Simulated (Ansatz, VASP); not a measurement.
## MgH2 (MgH2 (Pbcn)): VASP beside Ansatz

Aim: how closely do two programs agree when they are given the same cell, functional and k mesh? The two relaxations start from unlike cells of this crystal (the structure described is Ansatz's start), so only their ends are compared.

Method: plane waves, with VASP 6.6.1 beside it; relaxation of cell and atoms at LDA, in Ansatz 0.2.0.

## 1. The starting structure

It takes space group Pbcn (No. 60, orthorhombic). The conventional cell has a = 4.479 Å, b = 5.393 Å, c = 4.896 Å, α = 90.00°, β = 90.00°, γ = 90.00°. Nearest to Mg lie 6 H at 1.90 to 1.99 Å. Nearest to H lie 3 Mg at 1.90 to 1.99 Å. Farther neighbours are not listed.

Structure file:

```cif
data_structure
_symmetry_space_group_name_H-M 'Pbcn'
_symmetry_Int_Tables_number 60
_cell_length_a 4.4791
_cell_length_b 5.3926
_cell_length_c 4.8955
_cell_angle_alpha 90.000
_cell_angle_beta 90.000
_cell_angle_gamma 90.000
_cell_volume 118.25
loop_
_atom_site_label
_atom_site_type_symbol
_atom_site_symmetry_multiplicity
_atom_site_Wyckoff_symbol
_atom_site_fract_x
_atom_site_fract_y
_atom_site_fract_z
_atom_site_occupancy
Mg1 Mg 4 c 0.50000 0.83153 0.75000 1
H1 H 8 d 0.72769 0.89107 0.41981 1
```

## 2. Ansatz: relaxation of cell and atoms, LDA

Ansatz runs on its default PAW (the set named soft_2) files.

The relaxed volume is the usual yardstick between codes: in a stiff, nearly cubic crystal its relative difference is about their pressure difference at one cell divided by the bulk modulus.

Input file input.yaml:

```yaml
crystal:
  lattice:
    - [4.4790719, 0.0, 0.0]
    - [0.0, 5.3926223, 0.0]
    - [0.0, 0.0, 4.8955038]
  atoms:
    - { symbol: Mg, position: [0.5, 0.83152757, 0.75] }
    - { symbol: Mg, position: [0.0, 0.66847243, 0.25] }
    - { symbol: Mg, position: [0.5, 0.16847243, 0.25] }
    - { symbol: Mg, position: [0.0, 0.33152757, 0.75] }
    - { symbol: H, position: [0.72769253, 0.89106872, 0.41981232] }
    - { symbol: H, position: [0.22769253, 0.60893128, 0.58018768] }
    - { symbol: H, position: [0.77230747, 0.60893128, 0.91981232] }
    - { symbol: H, position: [0.27230747, 0.89106872, 0.08018768] }
    - { symbol: H, position: [0.72769253, 0.10893128, 0.91981232] }
    - { symbol: H, position: [0.22769253, 0.39106872, 0.08018768] }
    - { symbol: H, position: [0.77230747, 0.39106872, 0.41981232] }
    - { symbol: H, position: [0.27230747, 0.10893128, 0.58018768] }
basis:
  ecutwfc: 420
  xc_grid: 2
hamiltonian:
  xc: lda
kpoints:
  mp_grid: { grid: [6, 5, 6] }
scf:
  occupations: { method: fixed }
  max_iter: 100
relax:
  f_tol: 0.005
  max_steps: 60
  cell: {}
output:
  forces: true
  stress: true
checkpoint:
  write: "../cell.run"
  compress: false
  write_wavefunctions: false
  write_every: 100000
```

On the command line:

```sh
ansatz run input.yaml --threads 4 --pin off --max-ram 6594MiB --backend cpu --events-out ev --progress --plain --runs-dir out
```

Numbers of over 12 decimals in the logs are rounded to 6 here.

Output:

```text
Engine: ansatz 0.2.0, aarch64-unknown-linux-gnu
Pseudopotentials: kind: paw
Pseudopotential: Mg, paw, valence charge 10, recommended cutoff 420 eV (normal), Mg.paw.azcp
Pseudopotential: H, paw, valence charge 1, recommended cutoff 420 eV (normal), H.paw.azcp
Functional definition: SPW92
  exchange = slater_x
  correlation = pw_c
Crystal: 12 atoms, lattice volume = 118.246 Å³
Basis set: ecut = 420 eV, 2297 PW (Γ), exchange–correlation on 60×80×72 points (8 copies of the dense FFT grid, shifted against one another)
Bands: 36, of which v1, the nominal top of the filled ones, is band 24 counted from 1 (23 counted from 0)
Symmetry: 8 space group operations
Space group: Pbcn (ITA 60), of the structure as read, at distance tolerance 4.9e-5 Å
k-points: 48 of 180
Non-local potential: Mg, projectors of the file, l = 0: 3, l = 1: 2, l = 2: 1
Non-local potential: H, projectors of the file, l = 0: 2, l = 1: 1
PAW form: soft (Blöchl's): semilocal exchange-correlation on the pseudo side does not see the compensation charge
PAW frozen core: Mg, regenerated for the run's functional, and the local potential with it (the file was generated under x = pbe(κ = 0.804, μ = 0.219515), c = pbe(β = 0.066725))
PAW one-centre angular grid: Mg, 110 points (default); XC on 64 Gauss nodes
PAW one-centre angular grid: H, 110 points (default); XC on 64 Gauss nodes
Initial density: superposition of atomic densities (neutral atoms: chi_scale 0, normalization atom), corrected by the library's trained network
Initial wavefunctions: pseudopotential atomic-orbital guess
Functional: x = slater, c = lda
SCF iter   1: F=—  HF=-7733.934883 eV  |F-HF|=—  |Δ(HF+E_count)|=         —  Δρ=1.26e-2  dr2=1.21e-1  ethr=1.77e-3  ⟨swp⟩=4.9  Hψ=6620  notcnv=0  defer=457
preconditioner: auto → Resta (q_TF=auto, 2.348 Å⁻¹)  ε∞=2.9  [insulator: Δε(μ)=3.168 eV  Ē_g=9.889 eV  n_scr=28 (ndim 8)  ℏωp=13.7 eV  f_vac=0.000  ε∞_Penn≈2.9]
SCF iter   2: F=—  HF=-7733.888911 eV  |F-HF|=—  |Δ(HF+E_count)|=   4.60e-2  Δρ=5.57e-3  dr2=2.73e-2  ethr=2.53e-4  ⟨swp⟩=1.2  Hψ=2129  notcnv=0  defer=464
SCF iter   3: F=—  HF=-7733.877970 eV  |F-HF|=—  |Δ(HF+E_count)|=   1.09e-2  Δρ=4.40e-4  dr2=1.85e-4  ethr=5.69e-5  ⟨swp⟩=2.0  Hψ=1926  notcnv=0  defer=328
automatic band count: iteration 3 solves 33 bands in place of 36: the levels show a gap, and the empty bands left out lie too high to hold charge; the band table lists the bands solved (type scf.n_extra_bands for more)
SCF iter   4: F=—  HF=-7733.877985 eV  |F-HF|=—  |Δ(HF+E_count)|=   1.52e-5  Δρ=1.59e-4  dr2=1.41e-5  ethr=3.85e-7  ⟨swp⟩=2.0  Hψ=1805  notcnv=0  defer=200
SCF iter   5: F=—  HF=-7733.877992 eV  |F-HF|=—  |Δ(HF+E_count)|=   6.80e-6  Δρ=8.70e-6  dr2=8.31e-8  ethr=2.94e-8  ⟨swp⟩=1.6  Hψ=1533  notcnv=0  defer=145
SCF iter   6: F=-7733.877992 eV  HF=-7733.877992 eV  |F-HF|=1.10e-9  |Δ(HF+E_count)|=   4.96e-8  Δρ=1.35e-6  dr2=2.12e-9  ethr=1.73e-10  ⟨swp⟩=2.0  Hψ=4812  notcnv=0
SCF 1 converged in 6 iterations: F = -7733.877992 eV  dr2 = 2.12e-9
  greatest PAW one-centre occupation: 1.000 electrons in one spin orbital (limit 2), on the Mg atom at site 3 (counted from 0), in its partial waves of l = 1
relax step   1: F+E_penalty+E_count = -7733.87799230 eV  Δ(F+E_penalty+E_count) = +0.000e0 eV  max|allowed force component| = 2.945e-2 eV/Å  Δτ_max = 0.0000 Å  P = -1.659 GPa  Ω = 118.246 Å³  (6 SCF iters, dr2 threshold 1.00e-7 eV, accepted)
[...]
relax step   3: F+E_penalty+E_count = -7733.90210290 eV  Δ(F+E_penalty+E_count) = -2.782e-4 eV  max|allowed force component| = 2.922e-3 eV/Å  Δτ_max = 0.0080 Å  P = -0.003 GPa  Ω = 114.339 Å³  energy of the carried Pulay correction = +2.826e-3 eV  (5 SCF iters, dr2 threshold 2.01e-7 eV, accepted)
[...]
relax step   4: F+E_penalty+E_count = -7733.89953265 eV  Δ(F+E_penalty+E_count) = +2.570e-3 eV  max|allowed force component| = 3.004e-3 eV/Å  Δτ_max = 0.0000 Å  P = -0.022 GPa  Ω = 114.339 Å³  stress off target by 5.75e-2 GPa  SCF on the basis re-selected at this cell (its energy is not comparable with the rows above)  (4 SCF iters)
[...]
relax step   5: F+E_penalty+E_count = -7733.89958705 eV  Δ(F+E_penalty+E_count) = -5.440e-5 eV  max|allowed force component| = 1.293e-3 eV/Å  Δτ_max = 0.0014 Å  P = -0.012 GPa  Ω = 114.307 Å³  energy of the carried Pulay correction = +2.247e-5 eV  (4 SCF iters, dr2 threshold 8.28e-9 eV, accepted)
[...]
relax step   6: F+E_penalty+E_count = -7733.89956934 eV  Δ(F+E_penalty+E_count) = +1.772e-5 eV  max|allowed force component| = 1.290e-3 eV/Å  Δτ_max = 0.0000 Å  P = -0.012 GPa  Ω = 114.307 Å³  stress off target by 1.98e-2 GPa  SCF on the basis re-selected at this cell (its energy is not comparable with the rows above)  (3 SCF iters)
basis re-selected at this cell: Δ(F+E_penalty+E_count) = +1.772e-5 eV, ΔP = -0.000 GPa vs the last step (what re-selecting the basis moved, of the pressure what is left beyond the Pulay correction that the steps carried, after the strain that the cell walked since its last selection, with what the two solves' SCF thresholds leave and, on support functions, any second-order correction that the steps lacked; it is no m [...]
SCF converged after 3 iterations
Free energy (F): -7733.899569 eV
Harris-Foulkes:  -7733.899569 eV  (|F-HF|=5.46e-12)
Internal energy: -7733.899569 eV  (E = F + TS)
E sigma→0 (E₀):  -7733.899569 eV
Fermi energy:    2.470902 eV
--- Per-component energies (eV) ---
  E_band       = -1478.893927
  E_kinetic    = 415.994856
  E_local      = -6763.039732  (includes V_loc(G=0)·N_el)
  E_nonlocal   = 394.967098
  E_hartree    = 2417.668597
  E_xc         = -188.064357
  E_vxc        = -244.935666  (∫ρ·V_xc dr)
  E_paw        = -1087.625181  (= ΣΔE_a)
  E_vpaw       = -117.207842  (= ΣTr[D̂ρ^β])
  E_aug_tail   = -0.009736  (compensation charges beyond the density's cutoff)
  E_ewald      = -2924.393033
  E_core_change = 0.601917  (= ΣΔE_core)
  E_smearing   = -0.000000  (= −TS)
  E_closure    = -0.000000  (closes the sum)
  Σ components = -7733.899569   (vs F -7733.899569, Δ=0.00e0)
--- Forces (eV/Å), atoms counted from 1 ---
  atom   1  Mg     0.00000000    -0.00001845    -0.00000000
  atom   2  Mg     0.00000000     0.00001845    -0.00000000
  atom   3  Mg    -0.00000000     0.00001845     0.00000000
  atom   4  Mg    -0.00000000    -0.00001845     0.00000000
  atom   5  H      0.00128990    -0.00085228    -0.00046875
  atom   6  H      0.00128990     0.00085228     0.00046875
  atom   7  H     -0.00128990     0.00085228    -0.00046875
  atom   8  H     -0.00128990    -0.00085228     0.00046875
  atom   9  H      0.00128990     0.00085228    -0.00046875
  atom  10  H      0.00128990    -0.00085228     0.00046875
  atom  11  H     -0.00128990    -0.00085228    -0.00046875
  atom  12  H     -0.00128990     0.00085228     0.00046875
  max |Σ_I F_I| component: 0.00e0 eV/Å
--- Stress (GPa, compression-positive) ---
        0.001434       0.000000      -0.000000
        0.000000      -0.017151      -0.000000
       -0.000000      -0.000000      -0.019825
  P = ⅓ Tr σ = -0.0118 GPa (-0.118 kbar)
--- Relaxed structure (4 steps of the walk, 4 accepted, 2 SCFs on fresh bases) ---
  F+E_penalty+E_count = -7733.89956934 eV   max|allowed force component| = 1.290e-3 eV/Å   (the final SCF, on the basis selected at the relaxed cell)
  cell:  # Å, volume = 114.3068 Å³
    - [4.420423, 0, 0]
    - [0, 5.339458, 0]
    - [0, 0, 4.842963]
  atoms:
    - { symbol: Mg, position: [0.5, 0.830825, 0.75] }
    - { symbol: Mg, position: [-1.6944169186921343e-19, 0.669175, 0.25] }
    - { symbol: Mg, position: [0.5, 0.169175, 0.25] }
    - { symbol: Mg, position: [-1.6944169186921343e-19, 0.330825, 0.75] }
    - { symbol: H, position: [0.730342, 0.894264, 0.421059] }
    - { symbol: H, position: [0.230342, 0.605736, 0.578941] }
    - { symbol: H, position: [0.769658, 0.605736, 0.921059] }
    - { symbol: H, position: [0.269658, 0.894264, 0.078941] }
    - { symbol: H, position: [0.730342, 0.105736, 0.921059] }
    - { symbol: H, position: [0.230342, 0.394264, 0.078941] }
    - { symbol: H, position: [0.769658, 0.394264, 0.421059] }
    - { symbol: H, position: [0.269658, 0.105736, 0.578941] }
```

[end of part 1 of 2]

[Lines on the potential files, build, host, timing and source positions are cut from VASP's logs without a mark.]

[Logs are printed without paths, hosts, clocks, repeated set-up lines and the standing remarks that a program may print on its own settings, such as how far it seeks lower states.]

[Hosts, paths, dates, database ids (printed as entryN), source tags and the programs' standing remarks are cut or masked in the printed files.]
